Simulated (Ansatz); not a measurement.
**Nickel, simple cubic: HSE06 after PBE**

Aim: see what exact exchange does to the levels, and what it costs. Spin polarisation is left out, though the real metal is magnetic, so these are not its levels. The cell comes from an earlier PBE relaxation. Exact exchange is dear, so the k-mesh is coarse, and PBE is run on the same mesh for comparison.

Computed with Ansatz 0.2.0 (DFT, plane waves (420 eV) with PBE-made PAW files, scalar-relativistic; functionals as named at each step, unless a step says otherwise).

**1. The starting structure**

It takes space group Pm-3m (No. 221, cubic). Conventional cell: a = 2.327 Å, b = 2.327 Å, c = 2.327 Å, α = 90.00°, β = 90.00°, γ = 90.00°. Ni (site symmetry m-3m) has 6 Ni at 2.33 Å as nearest neighbours.

Coordinates:

```cif
data_structure
_symmetry_space_group_name_H-M 'Pm-3m'
_symmetry_Int_Tables_number 221
_cell_length_a 2.3265
_cell_length_b 2.3265
_cell_length_c 2.3265
_cell_angle_alpha 90.000
_cell_angle_beta 90.000
_cell_angle_gamma 90.000
_cell_volume 12.59
loop_
_atom_site_label
_atom_site_type_symbol
_atom_site_symmetry_multiplicity
_atom_site_Wyckoff_symbol
_atom_site_fract_x
_atom_site_fract_y
_atom_site_fract_z
_atom_site_occupancy
Ni1 Ni 1 a 0.00000 0.00000 0.00000 1
```

**2. PBE, coarse mesh**

The run with PBE.

File input.yaml:

```yaml
crystal:
  lattice:
    - [2.3265229988, 0.0, 0.0]
    - [0.0, 2.3265229988, 0.0]
    - [0.0, 0.0, 2.3265229988]
  atoms:
    - { symbol: Ni, position: [0.0, 0.0, 0.0] }
hamiltonian:
  xc: pbe
  pseudopotentials:
    kind: paw
    azcp:
      Ni: "pseudopotentials/Ni.paw.azcp"
basis:
  ecutwfc: 420
  fft_grid_basis: typed
kpoints:
  mp_grid: { grid: [7, 7, 7], shift: [0, 0, 0] }
magnetization:
  spin_polarized: false
scf:
  occupations: { method: fermi_dirac, width: 0.1 }
output:
  write_density: true
  write_potential: true
  elf: true
  volumetric_format: npy
```

On the command line:

```sh
$ ansatz run input.yaml --threads 4 --pin off --max-ram 8192MiB --backend cpu --events-out ev --progress --plain --runs-dir out
```

Standard output:

```text
Warning: RAYON_NUM_THREADS=4 ignored (pool sized by the plan → 4); use --threads N
Engine: ansatz 0.2.0, aarch64-unknown-linux-gnu
Pseudopotentials: kind: paw
Pseudopotential: Ni, paw, valence charge 18, recommended cutoff 420 eV (normal), <dir>
Functional definition: PBE
  parameter kappa = 0.804
  parameter beta = 0.06672455060314922
  exchange = pbe_x(kappa = kappa, mu = beta*pi^2/3)
  correlation = pbe_c(beta = beta)
Crystal: 1 atoms, lattice volume = 12.593 Å³
Basis set: ecut = 420 eV, 251 PW (Γ)
Bands: 13, of which v1, the nominal top of the filled ones, is band 9 counted from 1 (8 counted from 0)
Symmetry: 48 space group operations
Space group: Pm-3m (ITA 221), of the structure as read, at distance tolerance 2.3e-5 Å
k-points: 20 of 343
Non-local potential: Ni, projectors of the file, l = 0: 3, l = 1: 2, l = 2: 3, l = 3: 1
PAW form: soft (Blöchl's): semilocal exchange-correlation on the pseudo side does not see the compensation charge
PAW one-centre angular grid: Ni, 590 points (default); XC on 64 Gauss nodes
Initial density: superposition of atomic densities (neutral atoms: chi_scale 0, normalization atom), corrected by the library's trained network
Initial wavefunctions: pseudopotential atomic-orbital guess
Functional: x = pbe(κ = 0.804, μ = 0.2195149727645171), c = pbe(β = 0.06672455060314922)
SCF iter   1: F=—  HF=-5839.060565 eV  |F-HF|=—  |Δ(HF+E_count)|=         —  Δρ=1.04e-2  dr2=3.48e-3  ethr=1.77e-3  ⟨swp⟩=5.2  Hψ=1361  notcnv=0
preconditioner: auto → none  [metal: Δε(μ)=0.099 eV  Ē_g=12.955 eV  σ=0.100 eV  W_gap=0.24  n_scr=6 (ndim 8)  ℏωp=33.1 eV  f_vac=0.000  D(μ)=2.05/eV (n_scr^D=32)  sad-step TF]
SCF iter   2: F=—  HF=-5839.060032 eV  |F-HF|=—  |Δ(HF+E_count)|=   5.33e-4  Δρ=5.65e-3  dr2=1.17e-3  ethr=1.93e-5  ⟨swp⟩=1.0  Hψ=420  notcnv=0
SCF iter   3: F=—  HF=-5839.059816 eV  |F-HF|=—  |Δ(HF+E_count)|=   2.16e-4  Δρ=2.05e-4  dr2=3.20e-6  ethr=6.48e-6  ⟨swp⟩=1.1  Hψ=268  notcnv=0
SCF iter   4: F=—  HF=-5839.059814 eV  |F-HF|=—  |Δ(HF+E_count)|=   2.00e-6  Δρ=1.20e-4  dr2=8.82e-7  ethr=1.78e-8  ⟨swp⟩=2.1  Hψ=451  notcnv=0
iter 5 did not close the SCF: its close was put off for the readings that it lacked (scf_convergence_deferred on its scf_iter line)
SCF iter   5: F=-5839.059813 eV  HF=-5839.059813 eV  |F-HF|=2.30e-8  |Δ(HF+E_count)|=   2.37e-7  Δρ=1.45e-5  dr2=9.91e-9  ethr=4.90e-9  ⟨swp⟩=2.3  Hψ=344  notcnv=0
SCF iter   6: F=-5839.059813 eV  HF=-5839.059813 eV  |F-HF|=6.82e-9  |Δ(HF+E_count)|=   1.96e-9  Δρ=8.53e-6  dr2=3.75e-9  ethr=5.50e-11  ⟨swp⟩=1.3  Hψ=798  notcnv=0
SCF 1 converged in 6 iterations: F = -5839.059813 eV  dr2 = 3.75e-9
SCF converged after 6 iterations
Free energy (F): -5839.059813 eV
Harris-Foulkes:  -5839.059813 eV  (|F-HF|=6.82e-9)
Internal energy: -5838.993160 eV  (E = F + TS)
E sigma→0 (E₀):  -5839.026487 eV
Entropy (-TS):   -0.066653 eV (-66.653 meV/atom)
Fermi energy:    15.012356 eV
--- Per-component energies (eV) ---
  E_band       = -334.996414
  E_kinetic    = 282.601658
  E_local      = -3780.679557  (includes V_loc(G=0)·N_el)
  E_nonlocal   = 639.089907
  E_hartree    = 1581.364172
  E_xc         = -83.814562
  E_vxc        = -108.005552  (∫ρ·V_xc dr)
  E_paw        = -1632.672841  (= ΣΔE_a)
  E_vpaw       = -530.727103  (= ΣTr[D̂ρ^β])
  E_aug_tail   = 0.000580  (compensation charges beyond the density's cutoff)
  E_ewald      = -2844.882518
  E_smearing   = -0.066653  (= −TS)
  E_closure    = 0.000000  (closes the sum)
  Σ components = -5839.059813   (vs F -5839.059813, Δ=0.00e0)
--- Band table (eV; the first three rows and the last of 20) ---
  k-point 0: bands = ["-87.9237", "-48.1952", "-48.1952", "-48.1952", "7.0001", "11.6789", "11.6789", "15.0406", "15.0406", "15.0406", "34.4508", "34.4508", "34.4508"]
  k-point 1: bands = ["-87.9185", "-48.2408", "-48.1914", "-48.1914", "7.5946", "11.7592", "11.9404", "14.8259", "14.8259", "15.0580", "29.5143", "35.2518", "35.2518"]
  k-point 2: bands = ["-87.9069", "-48.3427", "-48.1830", "-48.1830", "9.1994", "11.9435", "12.6312", "14.3706", "14.3706", "15.0973", "23.8343", "37.4675", "37.4675"]
  k-point 19: bands = ["-87.8470", "-48.3750", "-48.3740", "-48.3740", "12.0150", "12.2097", "12.2097", "15.5055", "15.5055", "23.8949", "26.7390", "26.7390", "28.7692"]
```

Wall time 0.28 s (4 threads of Arm Neoverse V1, shared host); peak memory 0.24 GiB.

Density in a lattice plane of the grid's cell (edges 2.33 and 2.33 Å, at 0.000 of the third edge), which holds Ni.

Ten even steps from '0' (0.17 e/Å³) to '9' (60.75 e/Å³):
```
875421000000000000012457
654311000000000000011345
332110000000000000001123
111100000000000000000111
000000000000000000000000
000000000000000000000000
000000000000000000000000
000000000000000000000000
000000000000000000000000
000000000000000000000000
000000000000000000000000
000000000000000000000000
000000000000000000000000
000000000000000000000000
000000000000000000000000
111100000000000000000111
332110000000000000001123
654311000000000000011345
875421000000000000012457
987421000000000000012478
```
Columns run along the first of these edges and rows up along the second, over one cell in 24 and 20 even steps from the bottom left corner. Atoms in the plane (fractional): Ni at (0.00, 0.00).

ELF in the same plane.

Ten even steps from '0' (0.17) to '9' (0.73):
```
987643210000100001234678
776542110000100001124567
554432100000100000123445
333221100000100000112233
221111000000100000011112
111000000000100000000011
000000000001110000000000
000000000011111000000000
000000000111111100000000
111111111111111111111111
000000000111111100000000
000000000011111000000000
000000000001110000000000
111000000000100000000011
221111000000100000011112
333221100000100000112233
554432100000100000123445
776542110000100001124567
987643210000100001234678
998643210000100001234689
```
Columns run along the first of these edges and rows up along the second, over one cell in 24 and 20 even steps from the bottom left corner. Atoms in the plane (fractional): Ni at (0.00, 0.00).

Both are smooth fields of the valence electrons: close to the nuclei they are not physical.

**3. HSE06, coarse mesh**

The run with HSE06.

input.yaml: that of step 2 with these lines changed.

```diff
@@ -8,3 +8,3 @@
 hamiltonian:
-  xc: pbe
+  xc: hse06
   pseudopotentials:
@@ -22,6 +22 @@
   occupations: { method: fermi_dirac, width: 0.1 }
-output:
-  write_density: true
-  write_potential: true
-  elf: true
-  volumetric_format: npy
```

On the command line:

```sh
$ ansatz run input.yaml --threads 4 --pin off --max-ram 8192MiB --backend cpu --events-out ev --progress --plain --runs-dir out
```

Standard output:

```text
Warning: RAYON_NUM_THREADS=4 ignored (pool sized by the plan → 4); use --threads N
[... 3 set-up lines as earlier in the session ...]
Functional definition: HSE06
  parameter a = 0.25
  parameter omega = 0.11/bohr
  exchange = pbe_x - a*pbe_x_sr(omega) + a*exact_x_sr(omega)
  correlation = pbe_c
Crystal: 1 atoms, lattice volume = 12.593 Å³
Basis set: ecut = 420 eV, 251 PW (Γ)
Bands: 13, of which v1, the nominal top of the filled ones, is band 9 counted from 1 (8 counted from 0)
[... 2 set-up lines as earlier in the session ...]
k-points: 20 of 343
[... 2 set-up lines as earlier in the session ...]
PAW frozen core: Ni, regenerated for the run's functional, and the local potential with it (the file was generated under x = pbe(κ = 0.804, μ = 0.2195149727645171), c = pbe(β = 0.06672455060314922))
PAW one-centre angular grid: Ni, 590 points (default); XC on 96 Gauss nodes
[... 2 set-up lines as earlier in the session ...]
Functional: x = pbe(κ = 0.804, μ = 0.2195149727645171), c = pbe(β = 0.06672455060314922), warm-up for x = pbe(κ = 0.804, μ = 0.2195149727645171) + 0.25 (exact − pbe) at short range (hse, ω = 0.20786987370883472 Å⁻¹), c = pbe(β = 0.06672455060314922); HSE06 as pw.x's `hse` composes it (authors' and Libxc's form: `xc: wpbeh`)
SCF iter   1: F=—  HF=-5839.061176 eV  |F-HF|=—  |Δ(HF+E_count)|=         —  Δρ=1.13e-2  dr2=4.80e-3  ethr=1.77e-3  ⟨swp⟩=7.0  Hψ=1178  notcnv=0
preconditioner: auto → none  [metal: Δε(μ)=0.100 eV  Ē_g=12.953 eV  σ=0.100 eV  W_gap=0.24  n_scr=6 (ndim 8)  ℏωp=33.1 eV  f_vac=0.000  D(μ)=2.06/eV (n_scr^D=32)  sad-step TF]
SCF iter   2: F=—  HF=-5839.060482 eV  |F-HF|=—  |Δ(HF+E_count)|=   6.94e-4  Δρ=5.79e-3  dr2=1.31e-3  ethr=2.67e-5  ⟨swp⟩=2.3  Hψ=477  notcnv=0  defer=3
iter 3 solved again at ethr=1.22e-7 eV; its pass at ethr=7.29e-6 eV (dr2=2.19e-5 eV) is discarded
SCF iter   3: F=—  HF=-5839.060260 eV  |F-HF|=—  |Δ(HF+E_count)|=   2.21e-4  Δρ=5.88e-4  dr2=2.25e-5  ethr=1.22e-7  ⟨swp⟩=3.4  Hψ=1019  notcnv=0
SCF iter   4: F=—  HF=-5839.060256 eV  |F-HF|=—  |Δ(HF+E_count)|=   4.07e-6  Δρ=1.03e-4  dr2=6.01e-7  ethr=1.22e-7  ⟨swp⟩=3.0  Hψ=525  notcnv=0
SCF iter   5: F=—  HF=-5839.060257 eV  |F-HF|=—  |Δ(HF+E_count)|=   4.94e-7  Δρ=3.74e-5  dr2=1.01e-7  ethr=3.34e-9  ⟨swp⟩=3.2  Hψ=512  notcnv=0
SCF iter   6: F=—  HF=-5839.060257 eV  |F-HF|=—  |Δ(HF+E_count)|=   1.04e-8  Δρ=1.10e-6  dr2=4.65e-11  ethr=5.61e-10  ⟨swp⟩=3.0  Hψ=538  notcnv=0
SCF iter   7: F=-5839.060257 eV  HF=-5839.060257 eV  |F-HF|=1.82e-11  |Δ(HF+E_count)|=  4.07e-10  Δρ=2.64e-7  dr2=2.29e-12  ethr=1.00e-12  ⟨swp⟩=4.7  Hψ=823  notcnv=0
SCF 1 converged in 7 iterations: F = -5839.060257 eV  dr2 = 2.29e-12
Initial density: handed on by an earlier stage of this run
Initial wavefunctions: those handed on with the density
Functional: x = pbe(κ = 0.804, μ = 0.2195149727645171) + 0.25 (exact − pbe) at short range (hse, ω = 0.20786987370883472 Å⁻¹), c = pbe(β = 0.06672455060314922); HSE06 as pw.x's `hse` composes it (authors' and Libxc's form: `xc: wpbeh`)
Exchange kernel: α = 0.2500, screened, ω = 0.2079 Å⁻¹, Wigner–Seitz truncation, v(0) = 1036.3419 eV·Å³, q-mesh 7×7×7, nearest image of the exchange supercell L = 16.29 Å, pair-density grid 12×12×12, without the augmentation charges, whose exchange is taken in its separable form by FFT convolution over the k-point mesh (sized by the pseudopotential files, 16×16×16 at the most), smooth part of the exact exchange by density-matrix convolution
Frozen-core exchange: fock
iter 1 solved again at ethr=2.27e-3 eV; its pass at ethr=1.00e-1 eV (dr2=4.08e-1 eV) is discarded
SCF iter   1: F=—  HF=-5836.804723 eV  |F-HF|=—  |Δ(HF+E_count)|=         —  Δρ=7.50e-2  dr2=4.74e-1  ethr=2.27e-3  ⟨swp⟩=2.0  Hψ=1041  notcnv=0
preconditioner: auto → none  [insulator: Δε(μ)=0.754 eV  Ē_g=15.397 eV  σ=0.100 eV  W_gap=0.54  n_scr=6 (ndim 8)  ℏωp=33.1 eV  f_vac=0.000  D(μ)=0.90/eV (n_scr^D=6)]
SCF iter   2: F=—  HF=-5836.836204 eV  |F-HF|=—  |Δ(HF+E_count)|=   3.15e-2  Δρ=7.94e-2  dr2=4.59e-1  ethr=2.27e-3  ⟨swp⟩=3.1  Hψ=696  notcnv=0
SCF iter   3: F=—  HF=-5836.726892 eV  |F-HF|=—  |Δ(HF+E_count)|=   1.09e-1  Δρ=1.18e-2  dr2=3.34e-2  ethr=2.27e-3  ⟨swp⟩=3.0  Hψ=602  notcnv=0
SCF iter   4: F=—  HF=-5836.724602 eV  |F-HF|=—  |Δ(HF+E_count)|=   2.29e-3  Δρ=1.94e-3  dr2=2.11e-2  ethr=5.63e-5  ⟨swp⟩=2.6  Hψ=487  notcnv=0
SCF iter   5: F=—  HF=-5836.766792 eV  |F-HF|=—  |Δ(HF+E_count)|=   4.22e-2  Δρ=7.13e-3  dr2=1.35e-2  ethr=1.38e-6  ⟨swp⟩=4.0  Hψ=678  notcnv=0
SCF iter   6: F=—  HF=-5836.785529 eV  |F-HF|=—  |Δ(HF+E_count)|=   1.87e-2  Δρ=1.93e-3  dr2=2.83e-4  ethr=1.38e-6  ⟨swp⟩=4.1  Hψ=814  notcnv=0
SCF iter   7: F=—  HF=-5836.785878 eV  |F-HF|=—  |Δ(HF+E_count)|=   3.49e-4  Δρ=2.10e-3  dr2=3.02e-4  ethr=4.37e-7  ⟨swp⟩=3.8  Hψ=529  notcnv=0
SCF iter   8: F=-5836.785836 eV  HF=-5836.785837 eV  |F-HF|=1.54e-6  |Δ(HF+E_count)|=   4.06e-5  Δρ=1.65e-4  dr2=7.71e-6  ethr=4.37e-7  ⟨swp⟩=3.2  Hψ=572  notcnv=0
SCF 2 stopped early in 8 iterations: F = -5836.785836 eV  dr2 = 7.71e-6
hybrid outer 1: dexx = +8.690e-2 eV, tail = 2.42e-4 eV
Exchange kernel: α = 0.2500, screened, ω = 0.2079 Å⁻¹, Wigner–Seitz truncation, v(0) = 1036.3419 eV·Å³, q-mesh 7×7×7, nearest image of the exchange supercell L = 16.29 Å, pair-density grid 12×12×12, without the augmentation charges, whose exchange is taken in its separable form by FFT convolution over the k-point mesh (sized by the pseudopotential files, 16×16×16 at the most), smooth part of the exact exchange by density-matrix convolution
Frozen-core exchange: fock
SCF iter   1: F=—  HF=-5836.786745 eV  |F-HF|=—  |Δ(HF+E_count)|=         —  Δρ=7.04e-4  dr2=4.08e-5  ethr=6.72e-6  ⟨swp⟩=3.0  Hψ=551  notcnv=0
preconditioner: auto → none  [insulator: Δε(μ)=0.391 eV  Ē_g=14.944 eV  σ=0.100 eV  W_gap=0.74  n_scr=6 (ndim 8)  ℏωp=33.1 eV  f_vac=0.000  D(μ)=0.41/eV (n_scr^D=0)]
SCF iter   2: F=—  HF=-5836.786757 eV  |F-HF|=—  |Δ(HF+E_count)|=   1.19e-5  Δρ=6.55e-4  dr2=2.77e-5  ethr=2.17e-7  ⟨swp⟩=4.0  Hψ=670  notcnv=0
iter 3 solved again at ethr=1.08e-9 eV; its pass at ethr=1.45e-7 eV (dr2=1.94e-7 eV) is discarded
SCF iter   3: F=—  HF=-5836.786752 eV  |F-HF|=—  |Δ(HF+E_count)|=   5.50e-6  Δρ=7.17e-5  dr2=1.84e-7  ethr=1.08e-9  ⟨swp⟩=3.8  Hψ=1144  notcnv=0
SCF iter   4: F=—  HF=-5836.786752 eV  |F-HF|=—  |Δ(HF+E_count)|=   7.41e-7  Δρ=1.85e-4  dr2=1.98e-6  ethr=9.92e-10  ⟨swp⟩=4.0  Hψ=754  notcnv=0  recentre
SCF iter   5: F=-5836.786752 eV  HF=-5836.786752 eV  |F-HF|=3.45e-8  |Δ(HF+E_count)|=   9.09e-7  Δρ=2.73e-5  dr2=2.47e-8  ethr=9.92e-10  ⟨swp⟩=4.0  Hψ=719  notcnv=0
SCF 3 converged in 5 iterations: F = -5836.786752 eV  dr2 = 2.47e-8
hybrid outer 2: dexx = +3.266e-6 eV, tail = 4.29e-7 eV, Δε = 1.50e-2 eV (about 8.60e-4 eV left of the loop's levels)
hybrid SCF converged: 2 outer / 13 inner (+7 warm-up), last move |dexx| = 3.27e-6 eV, tail = 4.29e-7 eV
Stability not checked: this state was not tested for a lower state beside it, because the functional holds exact exchange (a hybrid, or Hartree-Fock), whose exchange loop this test does not read (fock_operator; see scf.lower_state_search)
Free energy (F): -5836.786752 eV
Frozen-core exchange: fock
Harris-Foulkes:  -5836.786752 eV  (|F-HF|=3.45e-8)
Internal energy: -5836.770487 eV  (E = F + TS)
E sigma→0 (E₀):  -5836.778619 eV
Entropy (-TS):   -0.016265 eV (-16.265 meV/atom)
Fermi energy:    14.156521 eV
--- Per-component energies (eV) ---
  E_band       = -383.988781
  E_kinetic    = 285.850615
  E_local      = -3804.065601  (includes V_loc(G=0)·N_el)
  E_nonlocal   = 648.280688
  E_hartree    = 1600.669272
  E_xc         = -67.267822
  E_vxc        = -85.811451  (∫ρ·V_xc dr)
  E_exx        = -95.512754  (= α·E_x^exact, valence–valence)
  E_paw        = -1559.626697  (= ΣΔE_a)
  E_vpaw       = -438.559946  (= ΣTr[D̂ρ^β])
  E_aug_tail   = 0.000600  (compensation charges beyond the density's cutoff)
  E_ewald      = -2844.882518
  E_core_change = -0.216269  (= ΣΔE_core)
  E_smearing   = -0.016265  (= −TS)
  E_closure    = 0.000000  (closes the sum)
  Σ components = -5836.786752   (vs F -5836.786752, Δ=-9.09e-13)
--- Band table (eV; the first three rows and the last of 20) ---
  k-point 0: bands = ["-93.7544", "-52.4050", "-52.4050", "-52.4050", "5.9455", "10.5645", "10.5645", "13.5800", "13.5800", "13.5800", "35.5615"]
  k-point 1: bands = ["-93.7484", "-52.4594", "-52.4018", "-52.4018", "6.6233", "10.6581", "10.8949", "13.3611", "13.3611", "13.5982", "30.6107"]
  k-point 2: bands = ["-93.7348", "-52.5818", "-52.3945", "-52.3945", "8.3966", "10.8728", "11.8357", "12.9045", "12.9045", "13.6387", "24.7862"]
  k-point 19: bands = ["-93.6664", "-52.6298", "-52.6277", "-52.6277", "10.3590", "10.5550", "10.5550", "15.5816", "15.5816", "24.7645", "27.8303"]
  guard bands above this table: 2 of the run's 13 bands. The solve was not asked for them (output.publish_guard_bands: true or output.eigenvalues: true publishes all)
```

It took 3.2 s on 4 threads of Arm Neoverse V1, shared host; peak memory 0.65 GiB.

**4. Side by side**

```tsv
functional	gap on the mesh	Fermi energy (eV)	SCF cycles	exchange loops	CPU time
PBE	none (levels filled in part)	15.012	6	-	0.58 s
HSE06	none (levels filled in part)	14.157	20	2	9.5 s
```

**5. Outcome**

| quantity | value |
| --- | --- |
| PBE: gap | none (levels filled in part) |
| HSE06: gap | none (levels filled in part) |
| HSE06: SCF cycles, exchange loops | 20, 2 |
| HSE06: CPU time over that of PBE | 16 |

What this shows: Neither PBE nor HSE06 shows a clean gap on this mesh. HSE06 cost 16 times the CPU time of PBE. HSE06 needed 2 outer loops of the exchange operator. The total energies in the logs cannot be compared from one functional to another.
